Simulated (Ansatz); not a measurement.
A 2-atom cell of CsBr started from a crystallographic database (r2SCAN geometry), in Ansatz:

```cif
data_structure
_symmetry_space_group_name_H-M 'P 1'
_symmetry_Int_Tables_number 1
_cell_length_a 4.3196
_cell_length_b 4.3196
_cell_length_c 4.3196
_cell_angle_alpha 90.000
_cell_angle_beta 90.000
_cell_angle_gamma 90.000
_cell_volume 80.60
loop_
_atom_site_label
_atom_site_type_symbol
_atom_site_fract_x
_atom_site_fract_y
_atom_site_fract_z
_atom_site_occupancy
Cs1 Cs 0.00000 0.00000 0.00000 1
Br1 Br 0.50000 0.50000 0.50000 1
```

G0W0@PBE with 441 empty bands, a screening cutoff of 180 eV and a 4×4×4 mesh (PAW, contour deformation) gives 6.745 eV over the mesh points, from a PBE gap of 4.437 eV; it sums over 449 bands with 461 plane waves in the screening and a wave cutoff of 420 eV. No extrapolation in bands, cutoff or mesh was made for G0W0. The values are computed, spin-unpolarised, and not measurements.

Question: Estimate the gap with mesh 6×6×6, empty bands 130, screening cutoff 80 eV.

Answer: 6.502 eV (-0.243 eV), from a Kohn-Sham gap of 4.438 eV.

Question: Another run gave a Kohn-Sham gap of 4.435 eV and a G0W0 gap of 6.684 eV, summing over 449 bands with 461 plane waves in the screening and a wave cutoff of 680 eV. What was changed?

Answer: Potentials of the kind norm-conserving. The wave cutoff gives it away.

Question: Estimate the gap with empty bands 857, screening cutoff 260 eV.

Answer: 6.793 eV (+0.048 eV), from a Kohn-Sham gap of 4.437 eV.

Spin-orbit coupling is left out.
